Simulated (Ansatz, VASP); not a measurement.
## BN: VASP beside Ansatz

```
B N
1.0
     2.35736    0.00000    0.00000
    -1.17868    2.04153    0.00000
     0.00000    0.00000    3.90920
B N
2 2
Direct
  0.66667 0.33333 0.00105
  0.33333 0.66667 0.50105
  0.66667 0.33333 0.37395
  0.33333 0.66667 0.87395
```

Alike in both runs: functional PBE; dispersion D3(BJ); k mesh 12 × 12 × 6; occupations gaussian, width 0.05 eV; no spin polarisation.

Ansatz relaxed the structure, and its values are those at the end. VASP's run is a single point on that final structure, the one shown.

|  | VASP | Ansatz |
| --- | --- | --- |
| version | VASP 6.6.1 | Ansatz 0.2.0 |
| potentials or method | VASP PAW PBE potentials, release 64 (B, N) | scalar-relativistic, plane waves, PAW |
| plane-wave cutoff (eV) | 520 | 420 |
| valence electrons in the cell | 16 | 16 |

|  | VASP | Ansatz | Ansatz less VASP |
| --- | --- | --- | --- |
| gap on the k mesh at the Fermi level (eV) | 4.55 | 4.58 | +0.031 |
| least direct gap on the mesh (eV) | 9.27 | 9.29 | +0.024 |

 A k mesh can miss the band edges.
